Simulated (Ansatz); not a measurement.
**GaP: band structure with BLYP**

**Measured values to compare with.**

“Stacking defects in GaP nanowires: Electronic structure and optical properties”, 2018, arxiv:1810.01194 quotes, for a bulk crystal of GaP at 10 K: band gap 2.34 eV (indirect).

The system is GaP.

```
Ga P
1.0
     0.00000    2.72525    2.72525
     2.72525    0.00000    2.72525
     2.72525    2.72525    0.00000
Ga P
1 1
Cartesian
  0.0000 0.0000 0.0000
  4.0879 4.0879 4.0879
```

* Program: Ansatz 0.2.0
* Task: band structure
* Functional: BLYP
* Potentials or basis: all-electron LAPW, scalar-relativistic
* Cutoff: 278 eV (chosen from the basis error)
* Basis error allowed: 0.001 eV/atom
* k mesh: 8 × 8 × 8
* Occupations: fermi-dirac, width 0.05 eV
* Spin: no spin polarisation

```
Pressure                : 6.3 GPa
Band gap on the k mesh  : 1.66 eV, indirect (least direct gap 1.70 eV)
Band gap along the path : 1.66 eV, indirect (least direct gap 1.70 eV)
```

Levels at the corners of the path, in eV from the valence-band top:
| point | band 15 | band 16 | band 17 | band 18 | band 19 | band 20 |
| --- | --- | --- | --- | --- | --- | --- |
| Γ | 0.00 | 0.00 | 0.00 | 1.70 | 3.93 | 3.93 |
| X | -6.77 | -2.64 | -2.64 | 1.83 | 1.92 | 10.53 |
| W | -6.58 | -3.49 | -3.34 | 4.82 | 4.85 | 6.15 |
| K | -6.57 | -3.84 | -2.22 | 2.31 | 4.87 | 8.25 |
| Γ | 0.00 | 0.00 | 0.00 | 1.70 | 3.93 | 3.93 |
| L | -6.59 | -1.11 | -1.11 | 1.66 | 4.80 | 4.80 |
| U | -6.57 | -3.84 | -2.22 | 2.31 | 4.87 | 8.25 |
| W | -6.58 | -3.49 | -3.34 | 4.82 | 4.85 | 6.15 |

Run time: 6.4 s on 1 thread of AMD EPYC 9R45 96-Core Processor (Zen 5), on a shared host, peak memory 0.3 GiB.

Measured gap of GaP: 2.34 eV (indirect; 10 K; quoted in “Stacking defects in GaP nanowires: Electronic structure and optical properties”, 2018, arxiv:1810.01194). This calculation gives 1.66 eV (-0.68 eV). Spin-orbit coupling on Ga is left out. The value is that of BLYP, without temperature or zero-point motion. Semilocal functionals fall short of measured gaps as a rule.
